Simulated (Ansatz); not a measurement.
**ZrSe2: equation of state with PBE**

The system is ZrSe2.

```
Zr Se
1.0
     3.79800    0.00000    0.00000
    -1.89900    3.28916    0.00000
     0.00000    0.00000    6.19200
Zr Se
1 2
Direct
  0.00000 0.00000 0.00000
  0.66667 0.33333 0.75000
  0.33333 0.66667 0.25000
```

- Program: Ansatz 0.2.0
- Task: equation of state
- Functional: PBE
- Potentials or basis: all-electron LAPW, scalar-relativistic
- Basis error allowed: 0.001 eV/atom
- k mesh: 8 × 8 × 5
- Occupations: fermi-dirac, width 0.05 eV
- Spin: no spin polarisation

| Item | Value |
| --- | --- |
| Equilibrium volume | 26.43 Å³/atom |
| Bulk modulus at fixed shape and positions | 75 GPa |
| Pressure derivative of the bulk modulus | 4.1 |

Energy against volume, from the lowest point:
| volume (Å³/atom) | energy (meV/atom) |
| --- | --- |
| 24.237 | 48.91 |
| 24.753 | 27.53 |
| 25.268 | 12.65 |
| 25.784 | 3.66 |
| 26.300 | 0.00 |
| 26.815 | 1.16 |
| 27.331 | 6.68 |

All runs of the series together: 2 min on 2 threads of Arm Neoverse V1, with other jobs on the host.

Caveat: the cell was scaled at fixed shape and fractional positions, which overstates the stiffness of a crystal with free parameters, most of all of layers and chains; this functional lacks dispersion, which binds the layers, so the pressure and a relaxed spacing across them are unreliable.
